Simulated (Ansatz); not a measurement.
**Pb under changes of volume**

One of the cells (30.323 Å³/atom); the others are scaled copies at fixed shape and fractional positions:

```
CELL_PARAMETERS angstrom
0.00000 2.47502 2.47502
2.47502 0.00000 2.47502
2.47502 2.47502 0.00000
ATOMIC_POSITIONS crystal
Pb 0.00000 0.00000 0.00000
```

```yaml
Program: Ansatz 0.2.0
Functional: r2SCAN
Potentials_or_basis: Ansatz PAW
Cutoff: "500 eV (not typed: the program's choice for these potentials)"
k_mesh: 9 × 9 × 9
Occupations: fermi-dirac, width 0.05 eV
Spin: no spin polarisation
```

| volume (Å³/atom) | energy over the lowest point (meV/atom) | pressure (GPa) |
| --- | --- | --- |
| 28.503 | 35.12 | 4.8 |
| 29.110 | ? | ? |
| 29.716 | 8.69 | 2.2 |
| 30.323 | 2.36 | 1.1 |
| 30.929 | 0.00 | 0.2 |
| 31.535 | 1.10 | -0.7 |
| 32.142 | 5.18 | -1.4 |

What does the run at 29.110 Å³/atom give?

Energy over the lowest point 19.44 meV/atom; pressure 3.4 GPa.

Worked out: A Birch-Murnaghan fit of order 3 (a polynomial in V^(-2/3)) to the other rows has its minimum at 31.03 Å³/atom with B0 = V·E''(V) = 46 GPa and B' = 5.4. It gives 19.38 meV/atom at 29.110 Å³/atom, against the run's 19.44, and -dE/dV = 3.5 GPa, against 3.4.

Energies are extrapolated to zero smearing.

Caveats: the PAW data sets come from PBE, with cores solved anew for the run's functional, which leaves a small shift of forces and pressure.
